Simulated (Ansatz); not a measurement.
## Electron scattering at the Σ3 (111) boundary in fcc Ni, starting shift (0.25, 0.5)

Wanted: what the Σ3 (111) boundary in fcc Ni, starting shift (0.25, 0.5) costs an interconnect.

Method: Ansatz plane-wave DFT, PBE, PAW files, collinear spin; relaxation of a bicrystal slab with its lowest layers held, in the first sound run; inputs show where later runs differ, in Ansatz 0.2.0.

## Step 1: Starting point

The cell holds 10 atoms: 10 Ni. Its edges and angles: a = 2.492 Å, b = 2.492 Å, c = 29.411 Å, α = 90.0°, β = 90.0°, γ = 120.0°. It derives from Ni. built on the (1 1 1) plane; 1 overlapping atoms removed and the grains opened by 0.1 Å. Vacuum lies along c.

## Step 2: Relaxing the bicrystal

The boundary is built by mirroring the lower grain in the boundary plane and removing any atoms that overlap. A thin bicrystal slab is relaxed first, with the lowest layers held and the upper grain free to shift and open.

File input.yaml:

```yaml
crystal:
  lattice:
    - [2.4918442969, 0.0, 0.0]
    - [-1.2459221485, 2.1580004634, 0.0]
    - [0.0, 0.0, 29.4112411374]
  atoms:
    - { symbol: Ni, position: [0.6666666666, 0.3333333333, 0.1700030263], spin: 1.0 }
    - { symbol: Ni, position: [1.0, 0.0, 0.2391800576], spin: 1.0 }
    - { symbol: Ni, position: [0.3333333333, 0.6666666667, 0.3083570889], spin: 1.0 }
    - { symbol: Ni, position: [0.6666666667, 0.3333333333, 0.3775341202], spin: 1.0 }
    - { symbol: Ni, position: [0.0, 0.0, 0.4467111515], spin: 1.0 }
    - { symbol: Ni, position: [0.9166666667, 0.8333333333, 0.5192882433], spin: 1.0 }
    - { symbol: Ni, position: [0.5833333333, 0.1666666667, 0.5884652746], spin: 1.0 }
    - { symbol: Ni, position: [0.25, 0.5, 0.6576423059], spin: 1.0 }
    - { symbol: Ni, position: [0.9166666666, 0.8333333333, 0.7268193372], spin: 1.0 }
    - { symbol: Ni, position: [0.5833333333, 0.1666666667, 0.7959963685], spin: 1.0 }
magnetization:
  spin_polarized: true
kpoints:
  mp_grid: { grid: [11, 11, 1] }
hamiltonian:
  xc: pbe
scf:
  occupations: { method: fermi_dirac, width: 0.1 }
relax:
  f_tol: 0.03
  max_steps: 80
  constraints: [{ sites: [0, 1] }]
```

Command:

```bash
> ansatz run input.yaml --threads 8 --pin off --max-ram 15360MiB --backend cpu --events-out ev --progress --plain --runs-dir out
```

Numbers of over 12 decimals in the logs are rounded to 6 here.

Log:

```text
Engine: ansatz 0.2.0, aarch64-unknown-linux-gnu
Pseudopotentials: kind: paw
Pseudopotential: Ni, paw, valence charge 18, recommended cutoff 420 eV (normal), Ni.paw.azcp
Functional definition: PBE
  parameter kappa = 0.804
  parameter beta = 0.066725
  exchange = pbe_x(kappa = kappa, mu = beta*pi^2/3)
  correlation = pbe_c(beta = beta)
Crystal: 10 atoms, lattice volume = 158.156 Å³
Basis set: ecut = 420 eV, 2985 PW (Γ), exchange–correlation on 36×36×400 points (8 copies of the dense FFT grid, shifted against one another)
Bands: 114, of which v1, the nominal top of the filled ones, is band 90 counted from 1 (89 counted from 0)
Symmetry: 2 space group operations
Space group: Cm (ITA 8), of the structure as read, at distance tolerance 5.4e-5 Å
Magnetic group: BNS 8.32 (UNI 39), of the structure as read, at distance tolerance 5.4e-5 Å
k-points: 36 of 121 (time reversal used)
Non-local potential: Ni, projectors of the file, l = 0: 3, l = 1: 2, l = 2: 3, l = 3: 1
PAW form: soft (Blöchl's): semilocal exchange-correlation on the pseudo side does not see the compensation charge
PAW one-centre angular grid: Ni, 590 points (default); XC on 64 Gauss nodes
Initial density: superposition of atomic densities (neutral atoms: chi_scale 0, normalization atom)
Starting moments: Σ|m| = 10 μB on 10 of 10 sites
Initial wavefunctions: pseudopotential atomic-orbital guess
Functional: x = pbe(κ = 0.804, μ = 0.219515), c = pbe(β = 0.066725)
SCF iter   1: F=—  HF=-58387.299834 eV  |F-HF|=—  |Δ(HF+E_count)|=         —  Δρ=4.15e-2 (↑1.90e-2 ↓4.15e-2)  dr2=7.26e0  dr2_m=2.48e-1  M=9.164 μB ∫|m|=9.738 μB  β_m=0.30  ethr=3.10e-3  ⟨swp⟩=6.2  Hψ=31471  notcnv=0  defer=427
Mixer restart at iter 1: flushing history
preconditioner: auto → LDOS  [metal: Δε(μ)=0.000 eV  Ē_g=8.440 eV  σ=0.100 eV  W_gap=0.00  n_scr=26 (ndim 8)  ℏωp=29.5 eV  f_vac=0.278  D(μ)=16.35/eV (n_scr^D=214)]
spin=Collinear: LDOS preconditioning applied to the charge; magnetization (m = ρ↑ − ρ↓) channel mixes plain (no charge-response kernel on spin).
SCF iter   2: F=—  HF=-58387.567543 eV  |F-HF|=—  |Δ(HF+E_count)|=   2.68e-1  Δρ=1.87e-2 (↑1.87e-2 ↓1.45e-2)  dr2=9.23e-1  dr2_m=6.53e-2  M=8.622 μB ∫|m|=9.364 μB  β_m=0.29  ethr=3.10e-3  ⟨swp⟩=2.5  Hψ=13292  notcnv=0  defer=612
SCF iter   3: F=—  HF=-58390.366178 eV  |F-HF|=—  |Δ(HF+E_count)|=    2.80e0  Δρ=1.08e-2 (↑8.84e-3 ↓1.08e-2)  dr2=2.97e-1  dr2_m=3.57e-2  M=8.375 μB ∫|m|=9.185 μB  β_m=0.56  ethr=5.13e-4  ⟨swp⟩=2.4  Hψ=12791  notcnv=0  defer=614
SCF iter   4: F=—  HF=-58394.743632 eV  |F-HF|=—  |Δ(HF+E_count)|=         —  Δρ=2.83e-2 (↑1.16e-2 ↓2.83e-2)  dr2=3.49e-1  dr2_m=5.53e-1  M=6.757 μB ∫|m|=7.701 μB  β_m=0.56  ethr=1.65e-4  ⟨swp⟩=2.7  Hψ=15849  notcnv=0  defer=619
SCF iter   5: F=—  HF=-58395.251716 eV  |F-HF|=—  |Δ(HF+E_count)|=   5.08e-1  Δρ=1.86e-2 (↑5.79e-3 ↓1.86e-2)  dr2=2.16e-1  dr2_m=1.94e-1  M=6.595 μB ∫|m|=7.522 μB  β_m=0.78  ethr=1.65e-4  ⟨swp⟩=2.2  Hψ=11526  notcnv=0  defer=642
SCF iter   6: F=—  HF=-58395.848667 eV  |F-HF|=—  |Δ(HF+E_count)|=   5.97e-1  Δρ=1.08e-2 (↑1.08e-2 ↓1.08e-2)  dr2=7.14e-1  dr2_m=5.07e-3  M=6.375 μB ∫|m|=7.279 μB  β_m=0.54  ethr=1.20e-4  ⟨swp⟩=2.1  Hψ=15492  notcnv=0  defer=662
SCF iter   7: F=—  HF=-58395.719460 eV  |F-HF|=—  |Δ(HF+E_count)|=   1.29e-1  Δρ=1.51e-3 (↑1.51e-3 ↓1.28e-3)  dr2=9.69e-3  dr2_m=4.17e-4  M=6.352 μB ∫|m|=7.256 μB  β_m=0.50  ethr=1.20e-4  ⟨swp⟩=2.0  Hψ=16343  notcnv=0  defer=696
SCF iter   8: F=—  HF=-58395.723915 eV  |F-HF|=—  |Δ(HF+E_count)|=   4.45e-3  Δρ=8.06e-4 (↑8.06e-4 ↓5.13e-4)  dr2=1.89e-3  dr2_m=3.09e-4  M=6.338 μB ∫|m|=7.244 μB  β_m=0.69  ethr=5.38e-6  ⟨swp⟩=3.1  Hψ=14930  notcnv=0  defer=696
SCF iter   9: F=—  HF=-58395.724443 eV  |F-HF|=—  |Δ(HF+E_count)|=   5.28e-4  Δρ=6.51e-4 (↑6.47e-4 ↓6.51e-4)  dr2=1.69e-3  dr2_m=1.97e-5  M=6.330 μB ∫|m|=7.237 μB  β_m=0.55  ethr=1.05e-6  ⟨swp⟩=2.1  Hψ=13092  notcnv=0  defer=696
SCF iter  10: F=—  HF=-58395.724132 eV  |F-HF|=—  |Δ(HF+E_count)|=   3.11e-4  Δρ=2.97e-4 (↑1.81e-4 ↓2.97e-4)  dr2=1.73e-4  dr2_m=2.87e-5  M=6.330 μB ∫|m|=7.236 μB  β_m=0.51  ethr=9.38e-7  ⟨swp⟩=2.0  Hψ=12036  notcnv=0  defer=696
SCF iter  11: F=—  HF=-58395.724418 eV  |F-HF|=—  |Δ(HF+E_count)|=   2.86e-4  Δρ=1.37e-4 (↑1.33e-4 ↓1.37e-4)  dr2=3.99e-5  dr2_m=9.92e-6  M=6.333 μB ∫|m|=7.237 μB  β_m=0.76  ethr=9.61e-8  ⟨swp⟩=2.2  Hψ=12227  notcnv=0  defer=696
SCF iter  12: F=—  HF=-58395.724544 eV  |F-HF|=—  |Δ(HF+E_count)|=   1.26e-4  Δρ=1.18e-4 (↑1.07e-4 ↓1.18e-4)  dr2=6.08e-5  dr2_m=9.63e-7  M=6.337 μB ∫|m|=7.239 μB  β_m=0.58  ethr=2.21e-8  ⟨swp⟩=2.3  Hψ=15092  notcnv=0  defer=696
SCF iter  13: F=—  HF=-58395.724515 eV  |F-HF|=—  |Δ(HF+E_count)|=   2.90e-5  Δρ=8.49e-5 (↑4.76e-5 ↓8.49e-5)  dr2=1.52e-5  dr2_m=1.09e-6  M=6.337 μB ∫|m|=7.239 μB  β_m=0.50  ethr=2.21e-8  ⟨swp⟩=2.0  Hψ=14391  notcnv=0  defer=696
SCF iter  14: F=-58395.724520 eV  HF=-58395.724529 eV  |F-HF|=9.46e-6  |Δ(HF+E_count)|=   1.45e-5  Δρ=4.67e-5 (↑1.80e-5 ↓4.67e-5)  dr2=1.05e-5  dr2_m=3.64e-7  M=6.336 μB ∫|m|=7.238 μB  ethr=8.43e-9  ⟨swp⟩=2.7  Hψ=31248  notcnv=0
SCF 1 converged in 14 iterations: F = -58395.724520 eV  dr2 = 1.05e-5
  greatest PAW one-centre occupation: 1.001 electrons in one spin orbital (limit 2), on the Ni atom at site 9 (counted from 0), in its partial waves of l = 1
relax step   1: F+E_penalty+E_count = -58395.72451971 eV  Δ(F+E_penalty+E_count) = +0.000e0 eV  max|allowed force component| = 1.225e0 eV/Å  Δτ_max = 0.0000 Å  (14 SCF iters, dr2 threshold 2.25e-5 eV, accepted)
Initial density: handed on by an earlier stage of this run
Starting moments: Σ|m| = 10 μB on 10 of 10 sites; this step starts from the density that it was given
Initial wavefunctions: those handed on with the density
iter 1 solved again at ethr=2.68e-5 eV; its pass at ethr=3.10e-3 eV (dr2=4.83e-2 eV) is discarded
SCF iter   1: F=—  HF=-58395.793581 eV  |F-HF|=—  |Δ(HF+E_count)|=         —  Δρ=8.05e-3 (↑2.11e-3 ↓8.05e-3)  dr2=5.50e-2  dr2_m=2.61e-2  M=6.316 μB ∫|m|=7.221 μB  β_m=0.30  ethr=2.68e-5  ⟨swp⟩=1.8  Hψ=35480  notcnv=0  defer=570
preconditioner: auto → LDOS  [metal: Δε(μ)=0.000 eV  Ē_g=8.639 eV  σ=0.100 eV  W_gap=0.00  n_scr=26 (ndim 8)  ℏωp=29.5 eV  f_vac=0.285  D(μ)=16.88/eV (n_scr^D=226)]
spin=Collinear: LDOS preconditioning applied to the charge; magnetization (m = ρ↑ − ρ↓) channel mixes plain (no charge-response kernel on spin).
SCF iter   2: F=—  HF=-58395.800179 eV  |F-HF|=—  |Δ(HF+E_count)|=   6.60e-3  Δρ=5.27e-3 (↑1.63e-3 ↓5.27e-3)  dr2=1.58e-2  dr2_m=1.23e-2  M=6.321 μB ∫|m|=7.227 μB  β_m=0.51  ethr=2.68e-5  ⟨swp⟩=1.5  Hψ=8426  notcnv=0  defer=578
[...]
relax step   4: F+E_penalty+E_count = -58396.05667266 eV  Δ(F+E_penalty+E_count) = -1.108e-1 eV  max|allowed force component| = 3.640e-1 eV/Å  Δτ_max = 0.2000 Å  (11 SCF iters, dr2 threshold 2.02e-5 eV, accepted)
[...]
relax step   5: F+E_penalty+E_count = -58396.11955111 eV  Δ(F+E_penalty+E_count) = -6.288e-2 eV  max|allowed force component| = 9.801e-2 eV/Å  Δτ_max = 0.1908 Å  (10 SCF iters, dr2 threshold 3.02e-5 eV, accepted)
[...]
relax step   6: F+E_penalty+E_count = -58396.14219049 eV  Δ(F+E_penalty+E_count) = -2.264e-2 eV  max|allowed force component| = 2.084e-2 eV/Å  Δτ_max = 0.2000 Å  (13 SCF iters, accepted)
[...]
relax step   7: F+E_penalty+E_count = -58396.15579498 eV  Δ(F+E_penalty+E_count) = -1.360e-2 eV  max|allowed force component| = 3.157e-2 eV/Å  Δτ_max = 0.1958 Å  (13 SCF iters, accepted)
[...]
relax step   8: F+E_penalty+E_count = -58396.16295792 eV  Δ(F+E_penalty+E_count) = -7.163e-3 eV  max|allowed force component| = 2.162e-2 eV/Å  Δτ_max = 0.1951 Å  (14 SCF iters, accepted)
SCF iter   1: F=—  HF=-58396.142348 eV  |F-HF|=—  |Δ(HF+E_count)|=         —  Δρ=7.71e-3 (↑2.08e-3 ↓7.71e-3)  dr2=1.82e-2  dr2_m=2.39e-2  M=6.279 μB ∫|m|=7.199 μB  β_m=0.65  ethr=2.12e-4  ⟨swp⟩=7.0  Hψ=26545  notcnv=0  defer=670
preconditioner: auto → LDOS  [metal: Δε(μ)=0.002 eV  Ē_g=8.682 eV  σ=0.100 eV  W_gap=0.01  n_scr=16 (ndim 8)  ℏωp=29.5 eV  f_vac=0.291  D(μ)=17.25/eV (n_scr^D=226)]
spin=Collinear: LDOS preconditioning applied to the charge; magnetization (m = ρ↑ − ρ↓) channel mixes plain (no charge-response kernel on spin).
SCF iter   2: F=—  HF=-58396.160700 eV  |F-HF|=—  |Δ(HF+E_count)|=   1.84e-2  Δρ=2.30e-3 (↑1.33e-3 ↓2.30e-3)  dr2=4.76e-3  dr2_m=2.86e-3  M=6.282 μB ∫|m|=7.203 μB  β_m=0.57  ethr=1.01e-5  ⟨swp⟩=2.1  Hψ=15988  notcnv=0  defer=674
SCF iter   3: F=—  HF=-58396.164770 eV  |F-HF|=—  |Δ(HF+E_count)|=   4.07e-3  Δρ=1.30e-3 (↑1.16e-3 ↓1.30e-3)  dr2=8.97e-3  dr2_m=4.59e-4  M=6.277 μB ∫|m|=7.199 μB  β_m=0.48  ethr=2.64e-6  ⟨swp⟩=2.7  Hψ=15234  notcnv=0  defer=676
SCF iter   4: F=—  HF=-58396.163900 eV  |F-HF|=—  |Δ(HF+E_count)|=   8.70e-4  Δρ=2.99e-4 (↑2.85e-4 ↓2.99e-4)  dr2=1.13e-4  dr2_m=5.52e-5  M=6.280 μB ∫|m|=7.202 μB  β_m=0.61  ethr=2.64e-6  ⟨swp⟩=2.2  Hψ=12920  notcnv=0  defer=672
SCF iter   5: F=—  HF=-58396.164027 eV  |F-HF|=—  |Δ(HF+E_count)|=   1.27e-4  Δρ=1.65e-4 (↑1.59e-4 ↓1.65e-4)  dr2=3.46e-4  dr2_m=4.03e-6  M=6.281 μB ∫|m|=7.203 μB  β_m=0.61  ethr=6.28e-8  ⟨swp⟩=2.8  Hψ=16683  notcnv=0  defer=673
SCF iter   6: F=—  HF=-58396.164002 eV  |F-HF|=—  |Δ(HF+E_count)|=   2.52e-5  Δρ=5.24e-5 (↑4.85e-5 ↓5.24e-5)  dr2=4.99e-5  dr2_m=5.45e-7  M=6.281 μB ∫|m|=7.203 μB  β_m=0.49  ethr=6.28e-8  ⟨swp⟩=2.0  Hψ=11440  notcnv=0  defer=671
SCF iter   7: F=—  HF=-58396.163996 eV  |F-HF|=—  |Δ(HF+E_count)|=   5.37e-6  Δρ=2.43e-5 (↑2.39e-5 ↓2.43e-5)  dr2=2.48e-5  dr2_m=2.93e-7  M=6.281 μB ∫|m|=7.203 μB  β_m=0.45  ethr=2.77e-8  ⟨swp⟩=1.1  Hψ=8266  notcnv=0  defer=668
SCF iter   8: F=—  HF=-58396.163996 eV  |F-HF|=—  |Δ(HF+E_count)|=   1.16e-7  Δρ=1.69e-5 (↑1.52e-5 ↓1.69e-5)  dr2=3.54e-7  dr2_m=2.57e-7  M=6.281 μB ∫|m|=7.203 μB  β_m=0.45  ethr=1.38e-8  ⟨swp⟩=1.2  Hψ=8636  notcnv=0  defer=669
SCF iter   9: F=—  HF=-58396.163996 eV  |F-HF|=—  |Δ(HF+E_count)|=   1.95e-7  Δρ=1.33e-5 (↑9.78e-6 ↓1.33e-5)  dr2=3.59e-6  dr2_m=1.36e-7  M=6.281 μB ∫|m|=7.203 μB  β_m=0.45  ethr=1.97e-10  ⟨swp⟩=3.0  Hψ=16520  notcnv=0  defer=668
SCF iter  10: F=—  HF=-58396.163996 eV  |F-HF|=—  |Δ(HF+E_count)|=   1.10e-8  Δρ=4.56e-6 (↑4.56e-6 ↓4.32e-6)  dr2=4.45e-7  dr2_m=9.11e-9  M=6.281 μB ∫|m|=7.203 μB  β_m=0.38  ethr=1.97e-10  ⟨swp⟩=2.0  Hψ=11259  notcnv=0  defer=670
SCF iter  11: F=—  HF=-58396.163996 eV  |F-HF|=—  |Δ(HF+E_count)|=  8.44e-10  Δρ=2.46e-6 (↑1.39e-6 ↓2.46e-6)  dr2=5.21e-8  dr2_m=4.70e-9  M=6.281 μB ∫|m|=7.203 μB  β_m=0.51  ethr=1.97e-10  ⟨swp⟩=1.3  Hψ=8586  notcnv=0  defer=670
SCF iter  12: F=—  HF=-58396.163996 eV  |F-HF|=—  |Δ(HF+E_count)|=   2.08e-8  Δρ=1.67e-6 (↑9.62e-7 ↓1.67e-6)  dr2=9.73e-8  dr2_m=1.75e-9  M=6.281 μB ∫|m|=7.203 μB  β_m=0.51  ethr=2.89e-11  ⟨swp⟩=1.8  Hψ=9410  notcnv=0  defer=670
SCF iter  13: F=—  HF=-58396.163996 eV  |F-HF|=—  |Δ(HF+E_count)|=   1.88e-8  Δρ=5.31e-6 (↑1.26e-6 ↓5.31e-6)  dr2=3.15e-7  dr2_m=7.13e-9  M=6.281 μB ∫|m|=7.203 μB  β_m=0.46  ethr=2.89e-11  ⟨swp⟩=1.8  Hψ=9095  notcnv=0  defer=672
SCF iter  14: F=—  HF=-58396.163996 eV  |F-HF|=—  |Δ(HF+E_count)|=   6.48e-9  Δρ=6.54e-7 (↑4.29e-7 ↓6.54e-7)  dr2=6.53e-9  dr2_m=1.77e-10  M=6.281 μB ∫|m|=7.203 μB  β_m=0.46  ethr=2.89e-11  ⟨swp⟩=2.0  Hψ=9703  notcnv=0  defer=671
SCF iter  15: F=-58396.163996 eV  HF=-58396.163996 eV  |F-HF|=3.32e-8  |Δ(HF+E_count)|=   2.76e-9  Δρ=1.53e-6 (↑3.55e-7 ↓1.53e-6)  dr2=3.36e-8  dr2_m=5.38e-10  M=6.281 μB ∫|m|=7.203 μB  ethr=3.63e-12  ⟨swp⟩=1.9  Hψ=21329  notcnv=0
SCF 9 converged in 15 iterations: F = -58396.163996 eV  dr2 = 3.36e-8
relax step   9: F+E_penalty+E_count = -58396.16399623 eV  Δ(F+E_penalty+E_count) = -1.038e-3 eV  max|allowed force component| = 1.580e-2 eV/Å  Δτ_max = 0.0985 Å  (15 SCF iters, accepted)
SCF converged after 15 iterations
Magnetization: 6.2813 μB (93.1407 up, 86.8593 down)
Absolute magnetization: 7.2108 μB (∫|ρ↑−ρ↓|, with the PAW one-centre terms)
Spin contamination: 0.0813 ħ² per cell (⟨S²⟩ above its minimum at these occupations)
Per-site moments (μB) at R_I (Å): [(0.709547, 1.027886), (0.690902, 1.025540), (0.649559, 1.025540), (0.636386, 1.025856), (0.653347, 1.027196), (0.639571, 1.025656), (0.640292, 1.025656), (0.650664, 1.026140), (0.690401, 1.016907), (0.711652, 1.016907)]
Free energy (F): -58396.163996 eV
Harris-Foulkes:  -58396.163996 eV  (|F-HF|=3.32e-8)
Internal energy: -58395.605149 eV  (E = F + TS)
E sigma→0 (E₀):  -58395.884572 eV
Entropy (-TS):   -0.558848 eV (-55.885 meV/atom)
Fermi energy:    10.974284 eV
--- Per-component energies (eV) ---
  E_band       = -4126.711788
  E_kinetic    = 2818.282470
  E_local      = -295227.179959  (includes V_loc(G=0)·N_el)
  E_nonlocal   = 6361.643148
  E_hartree    = 144134.539659
  E_xc         = -844.736786
  E_vxc        = -1088.988543  (∫ρ·V_xc dr)
  E_paw        = -16301.339954  (= ΣΔE_a)
  E_vpaw       = -5259.604479  (= ΣTr[D̂ρ^β])
  E_aug_tail   = 0.005431  (compensation charges beyond the density's cutoff)
  E_ewald      = 100663.180844
  E_smearing   = -0.558848  (= −TS)
  E_closure    = -0.000000  (closes the sum)
  Σ components = -58396.163996   (vs F -58396.163996, Δ=0.00e0)
--- Forces (eV/Å), atoms counted from 1 ---
  atom   1  Ni     0.00000000    -0.00000927     0.15742034
  atom   2  Ni     0.00000000    -0.00043615    -0.16414817
  atom   3  Ni     0.00000000    -0.00021701     0.00012115
  atom   4  Ni    -0.00000000     0.00136002    -0.00140543
  atom   5  Ni    -0.00000000     0.00318312     0.00274758
  atom   6  Ni     0.00000000    -0.00730805    -0.00390768
  atom   7  Ni    -0.00000000     0.00138745     0.01318932
  atom   8  Ni    -0.00000000     0.00084461    -0.01012183
  atom   9  Ni    -0.00000000     0.00092137    -0.00968155
  atom  10  Ni    -0.00000000     0.00026450     0.01579594
  max |Σ_I F_I| component: 9.65e-6 eV/Å
--- Relaxed structure (9 steps of the walk, 9 accepted, 0 SCFs on fresh bases) ---
  F+E_penalty+E_count = -58396.16399623 eV   max|allowed force component| = 1.580e-2 eV/Å
  atoms:
    - { symbol: Ni, position: [0.66666666665, 0.333333, 0.1700030263] }
    - { symbol: Ni, position: [1.000000, 0, 0.2391800576] }
    - { symbol: Ni, position: [0.333255, 0.666510, 0.308128] }
    - { symbol: Ni, position: [0.666461, 0.332922, 0.377114] }
    - { symbol: Ni, position: [-5.869662501023393e-5, -0.000117393, 0.446354] }
    - { symbol: Ni, position: [0.667464, 0.334927, 0.515550] }
    - { symbol: Ni, position: [0.333467, -0.333066, 0.584536] }
    - { symbol: Ni, position: [-0.000244511, -0.000489023, 0.653637] }
    - { symbol: Ni, position: [0.666235, 0.332470, 0.722648] }
    - { symbol: Ni, position: [0.332864, -0.334271, 0.790716] }
```

Run time: 5.3 min. Hardware: 8 threads of Arm Neoverse V1, shared host; peak memory 1.6 GiB; 41 min of CPU time.

The steps of the relaxation:

```
step  energy less that of the first step (eV)  largest force component (eV/Å)
   1                                   0.0000                          1.2245
   2                                  -0.0877                          0.6247
   3                                  -0.2214                          0.2981
   4                                  -0.3322                          0.3640
   5                                  -0.3950                          0.0980
   6                                  -0.4177                          0.0208
   7                                  -0.4313                          0.0316
   8                                  -0.4384                          0.0216
   9                                  -0.4395                          0.0158
```

Forces are held to the 2 operations that the run works with; a distortion that breaks them can't arise in this run.

The atoms that moved most (Å):

```
atom     dx      dy      dz  length
Ni10  0.000  -1.081  -0.155   1.092
 Ni9  0.000  -1.081  -0.123   1.088
 Ni8  0.000  -1.080  -0.118   1.086
 Ni7  0.000  -1.078  -0.116   1.085
 Ni6  0.000  -1.076  -0.110   1.081
 Ni4  0.000  -0.001  -0.012   0.012
 Ni5  0.000   0.000  -0.011   0.011
 Ni3  0.000   0.000  -0.007   0.007
```

Numbers from this step:

```
free energy             : -58396.1640 eV
energy at zero smearing : -58395.8846 eV
Fermi energy            : 10.97 eV
magnetization           : 6.281 μB
absolute magnetization  : 7.211 μB
```

The largest force component on a free atom ends at 0.016 eV/Å, under the tolerance of 0.03, after 9 steps.

(Continued in part 2 of 3.)

[Logs are printed without paths, hosts, clocks, repeated set-up lines and the standing remarks that a program may print on its own settings, such as how far it seeks lower states.]

[Hosts, paths, dates, database ids (printed as entryN), source tags and the programs' standing remarks are cut or masked in the printed files.]
